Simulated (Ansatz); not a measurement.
Set up this calculation in Ansatz 0.2.0, as the native input.

| Item | Value |
| --- | --- |
| Task | work function |
| Functional | LDA |
| Potentials or basis | all-electron LAPW, scalar-relativistic |
| Cutoff | 185 eV (chosen from the basis error) |
| Basis error allowed | 0.002 eV/atom |
| k mesh | 11 × 11 × 1 |
| Occupations | fermi-dirac, width 0.05 eV |
| Spin | no spin polarisation |
| Boundary across the vacuum | open (a slab, not repeated across the vacuum) |

Sheet: Si, a sheet with vacuum.

```xyz
1
Lattice="2.3993 0.0000 0.0000 0.0000 2.4179 0.0000 0.0000 0.0000 23.8000" Properties=species:S:1:pos:R:3 pbc="T T T"
Si    1.1997    1.2090    7.0001
```

The cell was built by a generator and needn't be a form met in nature.

One way to write it, as run:

input.yaml

```yaml
crystal:
  lattice:
    - [2.39932, 0.0, 0.0]
    - [0.0, 2.41794, 0.0]
    - [0.0, 0.0, 23.8]
  atoms:
    - { symbol: Si, position: [0.5, 0.5, 0.29412] }
  periodic: [true, true, false]
kpoints:
  mp_grid: { grid: [11, 11, 1] }
scf:
  occupations: { method: fermi_dirac, width: 0.05 }
hamiltonian:
  xc: lda
  pseudopotentials: { kind: all_electron, lapw: { basis_error: 0.002 } }
output:
  forces: true
  stress: true
  eigenvalues: true
```

Potentials or basis: all-electron LAPW, scalar-relativistic.

The run is started by

```sh
$ ansatz run input.yaml --threads 2 --pin off --max-ram 8192MiB --backend cpu --events-out ev --progress --plain --runs-dir out
```

Results of the run:

```
Band gap on the k mesh : none (metal or under the smearing width)
Work function          : 4.87 eV
```

Run time: 2.8 s on 2 threads of Arm Neoverse V1, on a shared host, peak memory 0.27 GiB.
